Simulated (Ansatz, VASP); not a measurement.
# One calculation of HfC, two programs

```xyz
2
Lattice="0.0000 2.3488 2.3488 2.3488 0.0000 2.3488 2.3488 2.3488 0.0000" Properties=species:S:1:pos:R:3 pbc="T T T"
Hf    2.3488    2.3488    2.3488
C     0.0000    0.0000    0.0000
```

Alike in both runs: task single point; functional PBE; k mesh 16 × 16 × 16; occupations gaussian, width 0.1 eV; no spin polarisation.

|  | VASP | Ansatz |
| --- | --- | --- |
| version | VASP 6.6.1 | Ansatz 0.2.0 |
| potentials or method | VASP PAW PBE potentials, release 64 (Hf_pv, C) | scalar-relativistic, plane waves, PAW |
| plane-wave cutoff (eV) | 520 | 420 |
| valence electrons in the cell | 14 | 30 |

Ansatz gave:

| Item | Value |
| --- | --- |
| gap on the k mesh at the Fermi level (eV) | none |
| pressure (GPa) | -6.5 |

Problem. Which values does VASP return?

Solution. gap on the k mesh at the Fermi level (eV): none; pressure (GPa): -7.3.

A gap of «none» marks a metal or a gap that the smearing closes. The two sets of potentials don't hold the same shells in valence.

The runs have no spin-orbit coupling, so splittings on Hf are missing.
